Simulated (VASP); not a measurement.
Input of a VASP 6.6.1 run:

The input INCAR:

```
SYSTEM = I
ALGO = Normal
EDIFF = 1E-6
ENCUT = 520
GGA = PE
ISIF = 2
ISMEAR = -1
LASPH = .TRUE.
LCHARG = .FALSE.
LREAL = .FALSE.
LWAVE = .FALSE.
NBANDS = 10
NELM = 100
PREC = Accurate
SIGMA = 0.05
```

File KPOINTS:

```
k-points
0
G
  11 11 11
  0 0 0
```

File POSCAR:

```
I
1.0
   -1.6174560000      1.6174560000      4.2648080000
    1.6174560000     -1.6174560000      4.2648080000
    1.6174560000      1.6174560000     -4.2648080000
I
1
Direct
    0.0000000000      0.0000000000      0.0000000000
```

Potentials or basis: VASP PAW PBE potentials, release 64 (I).

Run with:

```sh
$ cat potpaw_PBE.64/I/POTCAR > POTCAR
$ mpirun -np 1 vasp_std > vasp.out
```

(1) Predict the pressure.

(2) Estimate the band gap on the k mesh.

## Answers

(1) 0.1 GPa.

(2) none (metal or under the smearing width).

Caveat: an odd number of electrons without spin polarisation forces a metal; a magnetic or distorted state may lie lower.
